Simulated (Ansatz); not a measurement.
# CdSe (F-43m) at 3 levels of theory

One geometry, relaxed with PBE; plane waves with PAW potentials in Ansatz, scalar-relativistic. No spin polarisation. Gaps are the least over mesh and band path; pressure is positive in compression.

```cif
data_structure
_symmetry_space_group_name_H-M 'P 1'
_symmetry_Int_Tables_number 1
_cell_length_a 4.3796
_cell_length_b 4.3796
_cell_length_c 4.3796
_cell_angle_alpha 119.964
_cell_angle_beta 119.964
_cell_angle_gamma 90.062
_cell_volume 59.43
loop_
_atom_site_label
_atom_site_type_symbol
_atom_site_fract_x
_atom_site_fract_y
_atom_site_fract_z
_atom_site_occupancy
Cd1 Cd 0.00000 0.00000 0.00000 1
Se1 Se 0.25000 0.75000 0.50000 1
```

```
level  cutoff (eV)    k mesh  gap (eV)  pressure (GPa)
  PBE          420  12×12×12      0.49             0.0
```

**Question.** What comes out on the same cell with r2SCAN, LDA?

**Answer.**
```json
{"level": "r2SCAN", "cutoff (eV)": "500", "k mesh": "12×12×12", "gap (eV)": "0.97", "pressure (GPa)": "-1.4"}
{"level": "LDA", "cutoff (eV)": "420", "k mesh": "12×12×12", "gap (eV)": "0.22", "pressure (GPa)": "-4.3"}
```

The cell was found from a structure generator's guess, not taken from experiment.
